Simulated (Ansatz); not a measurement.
Here is an Ansatz 0.2.0 calculation.

File input.yaml:

```yaml
crystal:
  lattice:
    - [0.0, 2.702, 2.702]
    - [2.702, 0.0, 2.702]
    - [2.702, 2.702, 0.0]
  atoms:
    - { symbol: Zn, position: [0.75, 0.75, 0.75] }
    - { symbol: S, position: [0.0, 0.0, 0.0] }
hamiltonian:
  xc: pbe
  pseudopotentials: { kind: paw }
kpoints:
  mp_grid: { grid: [9, 9, 9] }
  band_path:
    path:
      - [[0.0, 0.0, 0.0], [0.5, 0.0, 0.5], [0.5, 0.25, 0.75], [0.375, 0.375, 0.75], [0.0, 0.0, 0.0], [0.5, 0.5, 0.5], [0.625, 0.25, 0.625], [0.5, 0.25, 0.75], [0.5, 0.5, 0.5], [0.375, 0.375, 0.75]]
      - [[0.625, 0.25, 0.625], [0.5, 0.0, 0.5]]
    npoints: 14
scf:
  occupations: { method: fermi_dirac, width: 0.05 }
  n_extra_bands: 6
output:
  forces: true
  stress: true
  eigenvalues: true
  fatbands: true
```

Potentials or basis: Ansatz PAW.

Command:

```sh
$ ansatz run input.yaml --threads 2 --pin off --max-ram 5120MiB --backend cpu --events-out ev --progress --plain --runs-dir out
```

Task: Predict the band gap on the k mesh.

Result: 2.11 eV, direct.

Task: What does it give for the pressure?

Result: 1.6 GPa.

Task: What does it give for the band gap along the path?

Result: 2.11 eV, direct.

Levels at the corners of the path, in eV from the valence-band top:
| point | band 6 | band 7 | band 8 | band 9 | band 10 | band 11 | band 12 | band 13 |
| --- | --- | --- | --- | --- | --- | --- | --- | --- |
| Γ | -5.83 | 0.00 | 0.00 | 0.00 | 2.11 | 6.37 | 6.37 | 6.37 |
| X | -5.62 | -4.56 | -2.22 | -2.22 | 3.40 | 4.07 | 10.95 | 11.94 |
| W | -5.43 | -4.59 | -2.75 | -2.71 | 5.69 | 6.02 | 7.85 | 8.19 |
| K | -5.49 | -4.62 | -3.11 | -1.81 | 4.12 | 5.95 | 9.35 | 9.73 |
| Γ | -5.83 | 0.00 | 0.00 | 0.00 | 2.11 | 6.37 | 6.37 | 6.37 |
| L | -5.63 | -5.29 | -0.87 | -0.87 | 3.30 | 6.90 | 6.90 | 8.86 |
| U | -5.49 | -4.62 | -3.11 | -1.81 | 4.12 | 5.95 | 9.35 | 9.73 |
| W | -5.43 | -4.59 | -2.75 | -2.71 | 5.69 | 6.02 | 7.85 | 8.19 |
| L | -5.63 | -5.29 | -0.87 | -0.87 | 3.30 | 6.90 | 6.90 | 8.86 |
| K | -5.49 | -4.62 | -3.11 | -1.81 | 4.12 | 5.95 | 9.35 | 9.73 |
| U | -5.49 | -4.62 | -3.11 | -1.81 | 4.12 | 5.95 | 9.35 | 9.73 |
| X | -5.62 | -4.56 | -2.22 | -2.22 | 3.40 | 4.07 | 10.95 | 11.94 |

**What was measured.**

“Electronic, vibrational, and thermodynamic properties of ZnS (zincblende and rocksalt structure)”, 2009, arxiv:0911.5022 quotes, for a bulk crystal of ZnS at 19 K: band gap 3.85 eV (direct).

Against the measured gap of ZnS, 3.85 eV (direct; 19 K; quoted in “Electronic, vibrational, and thermodynamic properties of ZnS (zincblende and rocksalt structure)”, 2009, arxiv:0911.5022), the calculated 2.11 eV is off by -1.74 eV. The value is that of PBE, without temperature or zero-point motion. Semilocal functionals fall short of measured gaps as a rule.
